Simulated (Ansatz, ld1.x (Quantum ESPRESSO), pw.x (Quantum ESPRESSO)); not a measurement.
## technetium: does the PAW potential hold in the solid?

ld1.x (Quantum ESPRESSO) 7.5 input, shortened:

```
&input
   title='Tc', zed=43., rel=1, dft='PBE', iswitch=3,
   config='[Kr] 4d5 5s1 5p0'
 /
 &inputp
   pseudotype=3, lpaw=.true., tm=.true., lloc=-2, rcloc=2.10,
   nlcc=.true., new_core_ps=.true., rcore=1.80,
   which_augfun='PSQ', rmatch_augfun_nc=.true.
 /
6
4S  1  0   2.00   0.00  1.85  2.00  0.0
5S  2  0   1.00   0.00  1.85  2.00  0.0
4P  2  1   6.00   0.00  1.65  2.05  0.0
5P  3  1   0.00   0.00  1.65  2.05  0.0
4D  3  2   5.00   0.00  2.25  2.60  0.0
4D  3  2   0.00   0.65  2.25  2.60  0.0
 &test
   configts(1)='4s2 4p6 4d5 5s1 5p0'
 /
```

Atomic tests: cutoffs needed: 25 Ry and 40 Ry (the cutoffs (Ry, on a coarse ladder) from which the occupation-weighted sum of valence levels, in a spherical-Bessel basis at the reference potential, stays within 10 and 1 mRy of its value at 400 Ry); ghost test: no extra level below or beside the all-electron valence levels (s, p, d, f tested) (spherical-Bessel basis up to 400 Ry, 20 bohr box); configuration tests: test run stopped at test 7 of 7 (negative rho).

Crystal test: fcc Tc in pw.x 7.5, no spin, 15³ k-points, Fermi–Dirac smearing 0.01 Ry, cutoffs 50/400 Ry. The reference is all-electron LAPW (Ansatz 0.2.0) with the same functional, mesh and smearing; V0 and B0 come from Birch–Murnaghan fits to the pressures at five volumes. Errors are pseudo minus all-electron; Δ is the rms difference of the E(V) curves that follow from these fits, minima aligned, over ±6 % about the mean V0. Mesh and smearing are coarse, so the numbers serve the comparison and aren't converged zero-temperature values; the lattice is a test structure that the element need not adopt.

All-electron: a0 = 3.873 Å (V0 = 14.52 Å³/atom), B0 = 295.3 GPa.

Problem. How far does the potential miss the all-electron equation of state?

Solution. mean pressure error (GPa): +4.82; a0 (Å): 3.893; a0 error (%): +0.52; B0 error (%): -0.5; Δ (meV/atom): 14.9. This is a poor potential for the solid. Atomic configuration tests: test run stopped at test 7 of 7 (negative rho).

```json
{"V (Å³/atom)": "13.816", "P all-electron (GPa)": "16.43", "P pseudo (GPa)": "22.35"}
{"V (Å³/atom)": "14.179", "P all-electron (GPa)": "7.40", "P pseudo (GPa)": "12.69"}
{"V (Å³/atom)": "14.543", "P all-electron (GPa)": "-0.46", "P pseudo (GPa)": "4.29"}
{"V (Å³/atom)": "14.907", "P all-electron (GPa)": "-7.31", "P pseudo (GPa)": "-3.04"}
{"V (Å³/atom)": "15.270", "P all-electron (GPa)": "-13.27", "P pseudo (GPa)": "-9.41"}
```

Problem. At the middle volume, how do free energy and pressure move when the wave cutoff is lowered (ecutrho held at 400 Ry)?

Solution.

```
cutoff (Ry)  shift of F (meV/atom)  shift of P (GPa)
         22                 +920.4            -12.37
         30                  +96.8             -6.65
         40                  +17.8             +0.11
```

Input at the middle volume:

```
&control
  calculation='scf', prefix='x', pseudo_dir='./', outdir='./tmp', tstress=.true., disk_io='none'
/
&system
  ibrav=0, nat=1, ntyp=1, ecutwfc=50, ecutrho=400, nbnd=15,
  occupations='smearing', smearing='fd', degauss=0.01
/
&electrons
  conv_thr=1e-09, mixing_beta=0.4, electron_maxstep=70
/
ATOMIC_SPECIES
Tc 1.0 Tc.UPF
CELL_PARAMETERS angstrom
  0.00000000 1.93734962 1.93734962
  1.93734962 0.00000000 1.93734962
  1.93734962 1.93734962 0.00000000
ATOMIC_POSITIONS crystal
Tc 0.0000 0.0000 0.0000
K_POINTS automatic
15 15 15 0 0 0
```

```bash
pw.x < Tc.scf.in > Tc.scf.out
```

Lines of the output:

```
Message from routine setup:
     using ibrav=0 with symmetry is DISCOURAGED, use correct ibrav instead
     lattice parameter (alat)  =       5.1775  a.u.
     unit-cell volume          =      98.1410 (a.u.)^3
     number of electrons       =        15.00
     number of Kohn-Sham states=           15
     kinetic-energy cutoff     =      50.0000  Ry
     charge density cutoff     =     400.0000  Ry
     scf convergence threshold =      1.0E-09
     Exchange-correlation= SLA  PW   PBX  PBC
     number of k points=   120  Fermi-Dirac smearing, width (Ry)=  0.0100
     iteration #  1     ecut=    50.00 Ry     beta= 0.40
     total energy              =    -396.13348525 Ry
     estimated scf accuracy    <       1.66939026 Ry
     iteration #  2     ecut=    50.00 Ry     beta= 0.40
     total energy              =    -396.26166175 Ry
     estimated scf accuracy    <       0.07411681 Ry
     iteration #  3     ecut=    50.00 Ry     beta= 0.40
     total energy              =    -396.29280774 Ry
     estimated scf accuracy    <       0.00497954 Ry
     iteration #  4     ecut=    50.00 Ry     beta= 0.40
     total energy              =    -396.29393604 Ry
     estimated scf accuracy    <       0.00121951 Ry
     iteration #  5     ecut=    50.00 Ry     beta= 0.40
     total energy              =    -396.29415074 Ry
     estimated scf accuracy    <       0.00075746 Ry
     iteration #  6     ecut=    50.00 Ry     beta= 0.40
     total energy              =    -396.29429899 Ry
     estimated scf accuracy    <       0.00004225 Ry
     iteration #  7     ecut=    50.00 Ry     beta= 0.40
     total energy              =    -396.29435218 Ry
     estimated scf accuracy    <       0.00000322 Ry
     iteration #  8     ecut=    50.00 Ry     beta= 0.40
     total energy              =    -396.29435308 Ry
     estimated scf accuracy    <       0.00000105 Ry
     iteration #  9     ecut=    50.00 Ry     beta= 0.40
     total energy              =    -396.29435286 Ry
     estimated scf accuracy    <       0.00000046 Ry
     iteration # 10     ecut=    50.00 Ry     beta= 0.40
     total energy              =    -396.29435310 Ry
     estimated scf accuracy    <       0.00000008 Ry
     iteration # 11     ecut=    50.00 Ry     beta= 0.40
     total energy              =    -396.29435311 Ry
     estimated scf accuracy    <          4.8E-09 Ry
     iteration # 12     ecut=    50.00 Ry     beta= 0.40
     total energy              =    -396.29435311 Ry
     estimated scf accuracy    <       0.00000002 Ry
     iteration # 13     ecut=    50.00 Ry     beta= 0.40
     the Fermi energy is    22.0683 ev
!    total energy              =    -396.29435312 Ry
     estimated scf accuracy    <          8.6E-12 Ry
     smearing contrib. (-TS)   =      -0.00474872 Ry
     The total energy is F=E-TS. E is the sum of the following terms:
     one-electron contribution =     -21.13201637 Ry
     hartree contribution      =      24.19732118 Ry
     xc contribution           =     -17.95554132 Ry
     ewald contribution        =    -140.88732680 Ry
     one-center paw contrib.   =    -240.51204108 Ry
     convergence has been achieved in  13 iterations
          total   stress  (Ry/bohr**3)                   (kbar)     P=       42.88
     Message from routine punch:
     Nothing written, as per user request (disk_io='none')
```

The run at the middle volume (120 k-points, 13 iterations) took about 48 s on one core of a shared host (Neoverse-N1, 64 threads, 124 GiB, load 60).
